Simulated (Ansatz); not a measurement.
A run of Ansatz 0.2.0:

Contents of input.yaml:

```yaml
crystal:
  lattice:
    - [6.3616090156, 0.0, 0.0]
    - [0.0, 3.48040306, 0.0]
    - [-0.0857412231, 0.0, 36.1758904685]
  atoms:
    - { symbol: Te, position: [0.4292511, 0.75, 0.54070358] }
    - { symbol: Te, position: [0.5707489, 0.25, 0.45929642] }
    - { symbol: Te, position: [0.92084787, 0.25, 0.55652732] }
    - { symbol: Te, position: [0.07915213, 0.75, 0.44347268] }
    - { symbol: Mo, position: [0.18134756, 0.25, 0.49746537] }
    - { symbol: Mo, position: [0.81865244, 0.75, 0.50253463] }
hamiltonian:
  xc: rpbe
  pseudopotentials: { kind: paw }
  dispersion: d4
kpoints:
  mp_grid: { grid: [4, 8, 1] }
scf:
  occupations: { method: fermi_dirac, width: 0.05 }
output:
  forces: true
  stress: true
relax:
  f_tol: 0.01
  max_steps: 40
  cell: { stress_tol: 0.05 }
```

Potentials or basis: Ansatz PAW.

Run with:

```sh
$ ansatz run input.yaml --threads 2 --pin off --max-ram 5632MiB --backend cpu --events-out ev --progress --plain --runs-dir out
```

Hardware: 2 threads of Intel(R) Xeon(R) Processor @ 2.50GHz (Skylake/Cascade Lake), with other jobs on the host.

Q: Estimate the wall time of this run.

A: Wall time 5.2 min on 2 threads of Intel(R) Xeon(R) Processor @ 2.50GHz (Skylake/Cascade Lake), with other jobs on the host, peak memory 1.3 GiB. Counts: scf iterations 66, plane waves 15175, k points 15, bands 56, ion steps 10.
